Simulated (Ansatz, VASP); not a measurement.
## One calculation of AlN, two programs

```
Al N
1.0
     0.00000    2.07518    2.07518
     2.07518    0.00000    2.07518
     2.07518    2.07518    0.00000
Al N
1 1
Direct
  0.50000 0.50000 0.50000
  0.00000 0.00000 0.00000
```

Alike in both runs: task single point; functional PBE; k mesh 10 × 10 × 10; occupations gaussian, width 0.02 eV; no spin polarisation.

```csv
,VASP,Ansatz
version,VASP 6.6.1,Ansatz 0.2.0
potentials or method,"VASP PAW PBE potentials, release 64 (Al, N)","scalar-relativistic, plane waves, PAW"
plane-wave cutoff (eV),520,420
valence electrons in the cell,8,8
```

Ansatz gave:

| Property | Result |
| --- | --- |
| gap on the k mesh at the Fermi level (eV) | 3.90 |
| least direct gap on the mesh (eV) | 4.58 |
| pressure (GPa) | -13.0 |

Question: What did VASP give for the same quantities?

Answer: gap on the k mesh at the Fermi level (eV): 3.88; least direct gap on the mesh (eV): 4.59; pressure (GPa): -13.3.

A k mesh can miss the band edges. As with any semilocal functional, this PBE gap is likely too small.
